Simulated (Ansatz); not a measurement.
## What a trial cell of C relaxes into

Computed with DFT PBE, scalar-relativistic, plane waves, PAW (Ansatz). Cutoff 420 eV, Gaussian smearing, Γ-centred meshes. Cell and atoms relax first on a coarse mesh and then on a converged one. In between, the cell is made exact in the group found at 0.06 Å. The steps can't lower the symmetry of their start. No spin polarisation.

Recipe of this trial structure of C: 4-connected net of one element (C2, No. 5). Lengths were set from tabulated atomic sizes, so they are only a guess.

```
C
1.0
     1.91932   -3.01469    0.00000
     1.91932    3.01469    0.00000
    -1.00529    0.00000    2.26859
C
4
Direct
  0.81876 0.43041 0.80796
  0.05614 0.94386 0.00000
  0.56959 0.18124 0.19204
  0.90460 0.09540 0.50000
```

Energies count from the standard state of C at the same level.

Question: Where does the relaxation end?

Answer: The symmetry stays C2 (No. 5). The volume per atom grows by 3.5 %, from 6.6 to 6.8 Å³. The shortest distance goes from 1.44 Å (C–C) to 1.46 Å (C–C). The energy falls by about 0.09 eV/atom (the start's value is from the coarse mesh). Conventional cell: a = 3.771 Å, b = 6.261 Å, c = 2.479 Å, β = 111.9°. Around C on a site of symmetry 1 lie 1 C at 1.46 Å and 3 C at 1.55–1.58 Å; C on a site of symmetry 2 has 4 C at 1.53–1.55 Å; around C on a second site of symmetry 2 lie 4 C at 1.53–1.58 Å.

Space group C2 (No. 5). a = 3.771 Å, b = 6.261 Å, c = 2.479 Å, α = 90.00°, β = 111.87°, γ = 90.00°
```csv
atom,site,symmetry,x,y,z
C,4c,1,0.6245,0.8108,0.8057
C,2a,2,0.5000,0.4433,0.0000
C,2b,2,0.5000,0.5861,0.5000
```

Question: How does it come out in energy, and is it a metal?

Answer:

- Energy over the standard state: +0.936 eV/atom
- Gap on the 12×12×16 mesh of the 4-atom cell: 0.59 eV

So it is a metastable form at best.

The last run used Gaussian smearing of 0.02 eV. Kohn–Sham gaps at this level usually fall short of measured ones. The reference form of C is held partly by dispersion forces, which this level lacks. A later test with randomly moved atoms came back to the same energy, though modes that don't fit the test's cell weren't probed. Another cell of C relaxed alike, in Fmmm, lies 0.94 eV/atom lower, so this cell isn't the stable form at this level.
